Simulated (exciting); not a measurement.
Consider KF (Carobbiite), space group Fm-3m.

```xyz
2
Lattice="0.0000 2.6719 2.6719 2.6719 0.0000 2.6719 2.6719 2.6719 0.0000" Properties=species:S:1:pos:R:3 pbc="T T T"
K     0.0000    0.0000    0.0000
F     2.6719    2.6719    2.6719
```

Absorber: atom 1, with 6 F at 2.67 Å (octahedral, site symmetry m-3m). Method: exciting, all-electron LAPW+lo, LDA, spinor conduction states, exchange and screened direct term (singlet BSE), 2×2×2 shifted k points, 24 conduction spinor bands, |G+q| up to 4.5 bohr⁻¹ (5.5 in the exchange term), full RPA screening with nempty = 42, Lorentzian half width 0.25 eV.

What does the K L₂,₃ spectrum look like, and is there a bound core exciton?

Bound core exciton? Yes on this mesh: the first bright state (over 5 % of the brightest) lies at -2.60 eV from the Kohn–Sham onset and at -3.78 eV from the lowest bare transition of its own mesh; weaker or dark states reach down to -2.85 eV. Maxima (height): -2.3 eV (0.54), -1.2 eV (1.00), 0.4 eV (0.65), 1.5 eV (0.80), 4.4 eV (0.15), 5.0 eV (0.17) and 8.0 eV (0.13); 2 lower ones aren't listed.

Energy from the Kohn–Sham onset, core level to the lowest empty state found on the meshes used; Im ε in relative units:

```tsv
E (eV)	Im ε
-4.75	0.01
-4.50	0.02
-4.25	0.02
-4.00	0.03
-3.75	0.03
-3.50	0.04
-3.25	0.06
-3.00	0.11
-2.75	0.21
-2.50	0.42
-2.25	0.49
-2.00	0.33
-1.75	0.32
-1.50	0.51
-1.25	0.97
-1.00	0.63
-0.75	0.29
-0.50	0.20
-0.25	0.17
0.00	0.22
0.25	0.42
0.50	0.64
0.75	0.41
1.00	0.33
1.25	0.43
1.50	0.77
1.75	0.58
2.00	0.41
2.25	0.40
2.50	0.29
2.75	0.23
3.00	0.15
3.25	0.12
3.50	0.13
3.75	0.12
4.00	0.13
4.25	0.15
4.50	0.15
4.75	0.14
5.00	0.16
5.25	0.14
5.50	0.13
5.75	0.10
6.00	0.10
6.25	0.09
6.50	0.08
6.75	0.07
7.00	0.08
7.25	0.08
7.50	0.09
7.75	0.10
8.00	0.13
8.25	0.10
8.50	0.07
8.75	0.08
9.00	0.10
9.25	0.10
9.50	0.10
9.75	0.08
10.00	0.07
10.25	0.06
10.50	0.06
10.75	0.07
11.00	0.06
11.25	0.05
11.50	0.05
11.75	0.07
12.00	0.09
12.25	0.11
12.50	0.13
12.75	0.11
13.00	0.09
13.25	0.08
13.50	0.06
13.75	0.04
14.00	0.05
14.25	0.05
14.50	0.07
14.75	0.08
15.00	0.07
15.25	0.08
15.50	0.10
15.75	0.09
16.00	0.07
16.25	0.05
16.50	0.03
16.75	0.03
```

A mesh of 8 points doesn't converge binding energies, and the weak maxima beyond the white lines are largely noise of the mesh. The multiplet shape isn't converged in the kernel cutoffs, and the cutoff of the direct term wasn't varied. Measured L₃ and L₂ lines of such d⁰ ions are about equally strong. The zero comes from the unshifted 4×4×4 ground-state mesh; it is exact only where the band minimum lies on that mesh. The Kohn–Sham onset, 275 eV, is no photon energy (tabulated edge of the element: 294.6 eV): the scale needs a rigid shift. Bands and screening come from semilocal DFT, whose small gap overscreens. Charge-transfer satellites and vibrations lie outside this two-particle theory. The structure is a published determination, not relaxed.

[Banner, clock and machine lines of the logs are left out without a mark of their own.]

[Logs are printed without paths, hosts, clocks, repeated set-up lines and the standing remarks that a program may print on its own settings, such as how far it seeks lower states.]

[Hosts, paths, dates, database ids (printed as entryN), source tags and the programs' standing remarks are cut or masked in the printed files.]
